The band gap of a crystal is the least energy that it takes to remove an electron and to put one back elsewhere, so far away that the electron and the hole don't attract each other. Here it is read as the distance between the highest filled and the lowest empty orbital level of anatase, TiO2, with the atoms held at the same positions throughout. LDA takes exchange and correlation from the local electron density, the GGAs (PBE and PBEsol) add the density's gradient, and the meta-GGA m-r2SCAN adds the kinetic-energy density of the orbitals. The hybrids replace part of the semilocal exchange by exact exchange, 25% of it in PBE0 and 10% in r2SCANh.

Kohn-Sham and hybrid-functional calculations of anatase TiO2 in ABINIT and Ansatz, with PAW potentials, no spin polarization and Fermi-Dirac smearing of 0.05 eV. The basis column gives the plane-wave cutoff, and gaps are read either on the k mesh or along a path through the Brillouin zone.

| method | rung | program | potentials | basis | k mesh | gap read on | gap (eV) | computed less measured (eV) |
| --- | --- | --- | --- | --- | --- | --- | --- | --- |
| LDA | LDA | ABINIT | JTH-PAW-LDA-v2.0 | 625.862 eV | 6x6x6 6-atom-cell | mesh | 2.054 | -1.146 |
| PBE | GGA | ABINIT | JTH-PAW-PBE-v2.0 | 625.862 eV | 4x4x4 6-atom-cell | mesh | 2.156 | -1.044 |
| PBE | GGA | Ansatz | Ansatz PAW | 500 eV | 10x10x10 6-atom-cell | mesh | 2.136 | -1.064 |
| PBEsol | GGA | ABINIT | JTH-PAW-PBE-v2.0 | 625.862 eV | 6x6x6 6-atom-cell | mesh | 2.110 | -1.090 |
| m-r2SCAN | meta-GGA | Ansatz | Ansatz PAW | 500 eV | 10x10x10 6-atom-cell | path | 2.501 | -0.699 |
| PBE0 | hybrid | Ansatz | Ansatz PAW | 420 eV | 6x6x6 6-atom-cell | mesh | 4.407 | 1.207 |
| r2SCANh | hybrid | Ansatz | Ansatz PAW | 500 eV | 6x6x6 6-atom-cell | mesh | 3.388 | 0.188 |

LDA and both GGAs fall short of the measured gap by about a third, and m-r2SCAN by about a fifth. r2SCANh lies 0.19 eV above the measured value, while PBE0 overshoots by 1.2 eV, which is more than any of the cheaper levels falls short. A higher rung is therefore no guarantee of a better gap: once exact exchange is mixed in, the result depends strongly on its share.

The cause lies in how an electron sees itself. The filled states at the top of the valence band are mostly oxygen 2p, and the empty ones at the bottom of the conduction band are mostly titanium 3d. An electron in a filled state is repelled by a total density that includes its own, and semilocal exchange takes back only part of this self-repulsion. Exact exchange takes back all of it, so filled levels sink. An empty state has no such self-repulsion to be cancelled, yet semilocal exchange attracts it much as if it were filled. Exact exchange attracts it less, so the empty levels rise and the gap opens from both sides. On the energy scale of the Ansatz runs, the step from m-r2SCAN to r2SCANh lowers the top of the valence band by 0.53 eV and lifts the bottom of the conduction band by 0.34 eV. Only the sum of the two is firm, since the split depends on how the energy zeros of two periodic runs are aligned.

The hydrogen atom shows the same fault in its purest form. Its only electron should feel nothing but the proton, yet with a semilocal functional its level lies only a little over half as deep as it should, and full exact exchange puts this right. The likeness ends at screening: hydrogen has no other electrons, whereas those of a crystal rearrange around a charge and weaken its exchange at long range. In TiO2 the right share is therefore well below 100%.

The meta-GGA gains by another route. Because it depends on the kinetic-energy density, its potential acts differently on different orbitals, and theory shows that this recovers part of the gap that a purely density-dependent potential leaves out. The gain over PBE is 0.38 eV when both gaps are read on the same mesh of $k$ points.

To first order, mixing in a share $a$ of exact exchange shifts each level by $a$ times the difference between exact and semilocal exchange in that orbital. The gap $E_g$ then grows linearly with the share,

$$E_g(a) \approx E_g(0) + a\,D,$$

where $D$ is the shift of the lowest empty level less that of the highest filled one, for a full replacement. The step from PBE to PBE0 in the same program gives its value for PBE exchange: $D = (4.407 - 2.136)/0.25 = 9.08$ eV. For r2SCANh the start is the m-r2SCAN gap on the mesh, 2.52 eV, on the assumption that this functional is a fair stand-in for the parent of the hybrid. With a share of 10% the estimate is $2.52 + 0.10 \times 9.08 = 3.43$ eV.

The computed gap is 3.39 eV, and this row played no part in setting $D$. The remaining 0.04 eV has the sign and size to be expected, because $D$ depends on the parent: the hybrid replaces a tenth of the meta-GGA exchange and should lose roughly a tenth of its 0.38 eV gain with it. The match shouldn't be pressed further, since the runs differ in mesh and cutoff and some of the meshes are coarse. Without the meta-GGA step the estimate would be 0.34 eV too low, so both ingredients are needed; the output after this text also holds a version in which exchange stretches the gap by a fixed percentage, and it does worse. This is a single test on a single crystal, and it says how fast the gap opens, not which share is right.

Screening gives a rough answer to that second question. At long range, exchange in a crystal is weakened by about the electronic dielectric constant, which a separate PBE calculation for this crystal in GPAW puts at 5.9. The matching share is about 17%, and interpolation between PBE and PBE0 then gives a gap near 3.7 eV. This supports the view that PBE0 holds too much exact exchange for TiO2, and the same rough estimate points that way for other solids that screen this well or better.

It also warns against reading the good agreement of r2SCANh as proof of accuracy. The measured value contains temperature and zero-point motion, which the calculations leave out. It may also be an optical edge, which lies below the gap defined above because the electron and the hole attract each other. Tuning the share until the gap is 3.2 eV would build these differences into the functional, and the result would depend on the parent: about 12% starting from PBE, but about 8% starting from m-r2SCAN (7.5% if the PBE slope is used).

The cheap levels do keep the distance between the direct and the indirect gap. In the Ansatz runs the smallest direct gap lies 0.33 eV above the indirect one in PBE, 0.34 eV in m-r2SCAN and 0.33 eV in r2SCANh, although the gap itself grows by more than 1 eV along the way. The ABINIT run with PBE, on a coarser mesh, gives 0.30 eV. This is expected if states of the same orbital character are shifted by nearly the same amount. But if both gaps end at the same conduction-band minimum, as expected for anatase, their distance probes only the top of the valence band, and it doesn't show whether the empty levels or those elsewhere in the Brillouin zone keep their spacing. For a first picture of the bands near the gap, PBE with a rigid upward shift of the empty bands is still a sensible choice, though higher bands and effective masses would need a test of their own.

For colour, a gap that is 1 eV too small is fatal. A gap of 2.1 eV corresponds to yellow light, so PBE would make a coloured solid of a white pigment, and m-r2SCAN still puts the edge in the visible. Both hybrids move it into the ultraviolet, but only r2SCANh comes near the measured edge. Switching among LDA, PBE and PBEsol moves the gap by about 0.1 eV at most and doesn't help. ABINIT warns of overlapping PAW spheres in its LDA and PBE runs, which may add an error to such small differences, and its PBEsol run uses PBE potentials. Its PBE gap lies within 0.02 eV of that of Ansatz, but on a much coarser mesh, so errors may cancel; the PBE gap of the GPAW run lies 0.04 eV above that of Ansatz.

Electronic devices ask for more. Where TiO2 serves as a capacitor dielectric or as an electron-selective contact, the current depends exponentially on the barrier at the interface, and an error of 0.1 eV changes thermal emission at room temperature by a factor of about 50. None of these levels is shown to be that accurate, and the barrier is a band offset, which a bulk gap alone doesn't give.

The cost follows from what has to be summed. LDA, GGA and meta-GGA treat each $k$ point by itself, so going from a 6×6×6 to a 10×10×10 mesh costs about five times as much. Exact exchange couples every $k$ point to every other, and the same refinement multiplies the number of pairs by 21. The share of exchange doesn't affect this: 10% costs as much as 25%. It is thus sensible to settle the mesh with PBE and to run the hybrid on a coarser one, bearing in mind that a mesh which misses a band edge makes the gap too large, by 0.02 eV for m-r2SCAN even on the finer mesh. Exact exchange also has a mesh error of its own, from its long range, which a PBE test can't show, so the hybrid gap needs a second mesh before it is trusted to 0.1 eV.

Numerical output:

```
Gap and the light that it corresponds to:
       row  gap in eV  error in percent of measured  wavelength in nm
       LDA      2.054                        -35.81             603.6
       PBE      2.156                        -32.63             575.1
       PBE      2.136                        -33.25             580.5
    PBEsol       2.11                        -34.06             587.6
  m-r2SCAN      2.501                        -21.84             495.7
      PBE0      4.407                         37.72             281.3
   r2SCANh      3.388                         5.875               366
Wavelength of the measured gap in nm: 387.5
PBE gap in ABINIT less PBE gap in Ansatz in eV: 0.02
LDA gap less PBE gap both ABINIT in eV: -0.102
PBEsol gap less PBE gap both ABINIT in eV: -0.046
m-r2SCAN mesh gap less path gap in eV: 0.01725
Step PBE to m-r2SCAN on Ansatz meshes in eV: 0.3822
Step m-r2SCAN to r2SCANh on Ansatz meshes in eV: 0.8698
Step PBE to PBE0 on Ansatz meshes in eV: 2.271
Opening per 1 percent exact exchange from PBE and PBE0 in eV: 0.09084
Opening per 1 percent exact exchange from m-r2SCAN and r2SCANh in eV: 0.08698
Additive prediction of the r2SCANh gap in eV: 3.427
Additive prediction less computed r2SCANh gap in eV: 0.03865
Alternative without the meta-GGA step less computed in eV: -0.3436
Alternative with proportional opening less computed in eV: 0.2012
Exchange percentage that would give the measured gap from PBE: 11.71
Exchange percentage that would give the measured gap from m-r2SCAN: 7.505
Mean electronic dielectric constant in PBE: 5.874
Exchange percentage from the inverse dielectric constant: 17.02
Gap interpolated between PBE and PBE0 at that percentage in eV: 3.683
Direct less indirect gap in PBE Ansatz in eV: 0.328
Direct less indirect gap in PBE ABINIT in eV: 0.2955
Direct less indirect gap in m-r2SCAN in eV: 0.3404
Direct less indirect gap in r2SCANh in eV: 0.3275
Factor in thermal emission at 300 K for a barrier error of 0.1 eV: 47.85
Ratio of k-point pairs in a 10x10x10 and a 6x6x6 mesh: 21.43
```
